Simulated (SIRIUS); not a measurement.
A run of SIRIUS 7.10.0:

Contents of sirius.json:

```json
{
  "control": {
    "processing_unit": "cpu",
    "verbosity": 2,
    "num_bands_to_print": 39,
    "print_forces": true,
    "print_stress": true
  },
  "parameters": {
    "electronic_structure_method": "pseudopotential",
    "xc_functionals": ["XC_GGA_X_PBE_SOL", "XC_GGA_C_PBE_SOL"],
    "gk_cutoff": 9.3,
    "pw_cutoff": 18.6,
    "ngridk": [9, 9, 5],
    "shiftk": [0, 0, 0],
    "smearing": "fermi_dirac",
    "smearing_width": 0.0018374661,
    "num_bands": 39,
    "num_mag_dims": 0,
    "num_dft_iter": 100,
    "energy_tol": 1e-08,
    "density_tol": 1e-06
  },
  "iterative_solver": {
    "type": "davidson",
    "min_tolerance": 1e-09,
    "tolerance_scale": [0.1, 0.25]
  },
  "mixer": {
    "type": "anderson",
    "beta": 0.7,
    "max_history": 8
  },
  "settings": {
    "tol_ne": 1e-10,
    "pseudo_grid_cutoff": 6.5
  },
  "unit_cell": {
    "lattice_vectors": [
      [6.725535277543, 0.0, 0.0],
      [-3.362767638772, 5.82448440446, 0.0],
      [0.0, 0.0, 11.754096495172]
    ],
    "atom_coordinate_units": "lattice",
    "atom_types": ["Se", "Ti"],
    "atom_files": {
      "Se": "Se.json",
      "Ti": "Ti.json"
    },
    "atoms": {
      "Se": [
        [0.6666666667, 0.3333333333, 0.75],
        [0.3333333333, 0.6666666667, 0.25]
      ],
      "Ti": [
        [0.0, 0.0, 0.5],
        [0.0, 0.0, 0.0]
      ]
    }
  }
}
```

Potentials or basis: PseudoDojo 0.4.1 PBEsol standard (scalar relativistic).

Command:

```sh
$ upf_to_json Se.upf
$ upf_to_json Ti.upf
$ OMP_NUM_THREADS=1 sirius.scf --input=sirius.json --output=out.json --task=0
```

Hardware: 1 thread of Arm Neoverse V1, with other jobs on the host.

**Question.** Estimate the wall time of this run.

**Answer.** It took 4.6 min on 1 thread of Arm Neoverse V1, with other jobs on the host, peak memory 0.84 GiB. Counts: scf iterations 11, k points 36, plane waves 6239, bands 39.
